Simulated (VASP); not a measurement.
The system is BP.

```xyz
2
Lattice="0.0000 2.2661 2.2661 2.2661 0.0000 2.2661 2.2661 2.2661 0.0000" Properties=species:S:1:pos:R:3 pbc="T T T"
B     0.0000    0.0000    0.0000
P     3.3991    3.3991    3.3991
```

The cell is a database's computed one.

| Item | Value |
| --- | --- |
| Program | VASP 6.6.1 |
| Task | relaxation of cell and atoms |
| Functional | RPBE |
| Potentials or basis | VASP PAW PBE potentials, release 64 (B, P) |
| Cutoff | 600 eV |
| k mesh | 10 × 10 × 10 |
| Occupations | gaussian, width 0.02 eV |
| Spin | no spin polarisation |

At the start: pressure 4.2 GPa; volume 11.64 Å³/atom.

Task: How do energy, volume and symmetry change on relaxing?

Result: Over 3 steps the energy falls by 3.8 meV/atom and the volume is 11.94 Å³/atom (+2.6 %); space group F-43m (No. 216, to 0.05 Å).

Step by step:
| step | energy change (eV) | largest force (eV/Å) | pressure (GPa) | volume (Å³) |
| --- | --- | --- | --- | --- |
| 1 | 0.0000 | 0.0000 | 4.16 | 23.27 |
| 2 | -0.0039 | 0.0000 | -2.70 | 24.31 |
| 3 | -0.0076 | 0.0000 | 0.01 | 23.87 |

Final structure:
```
B P
1.0
     0.00000    2.28536    2.28536
     2.28536    0.00000    2.28536
     2.28536    2.28536    0.00000
B P
1 1
Direct
  0.00000 0.00000 0.00000
  0.75000 0.75000 0.75000
```

Caveat: the PAW data sets were made with another functional, which shifts forces and pressure a little.
